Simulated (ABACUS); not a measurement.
AlRu, 2 atoms in the cell. Symmetry: Pm-3m, No. 221, cubic system. Conventional cell: a = 2.992 Å, b = 2.992 Å, c = 2.992 Å, α = 90.00°, β = 90.00°, γ = 90.00°. Around Ru (site symmetry m-3m) lie 8 Al at 2.59 Å. Around Al (site symmetry m-3m) lie 8 Ru at 2.59 Å. 

- Program: ABACUS 3.10.1
- Task: single point
- Functional: PBE
- Potentials or basis: PseudoDojo NC SR 0.4.1 PBE standard
- Cutoff: 1361 eV
- Density cutoff: 5442 eV
- Basis: DZP LCAO (the cutoffs set its grid)
- k mesh: 9 × 9 × 9
- Occupations: fermi-dirac, width 0.05 eV
- Spin: no spin polarisation
- Radial cutoff of the potentials (pseudo_rcut): 7 bohr
- Orbital files: Ru Ru_confined-atom_7au_3s2p2d1f.orb, Al Al_confined-atom_8au_2s2p1d.orb
- SCF threshold on the density: 1e-07
- Max SCF steps: 100
- Eigensolver: genelpa
- Mixing: broyden
- Mixing share: 0.7
- Symmetry key: 1

Potentials or basis: PseudoDojo NC SR 0.4.1 PBE standard, DZP LCAO (the cutoffs set its grid).

Command:

```console
$ OMP_NUM_THREADS=1 python run_abacus.py > log
```

Hardware: 4 MPI ranks on AMD EPYC 7R43 64-Core Processor (Zen 3), on a shared host.

Q: How long does it take, and how much memory?

A: Wall time 7.1 s on 4 MPI ranks on AMD EPYC 7R43 64-Core Processor (Zen 3), with other jobs on the host, peak memory 0.48 GiB a rank. Counts: scf iterations 9, k points 35, bands 14, basis 39, ranks 4.
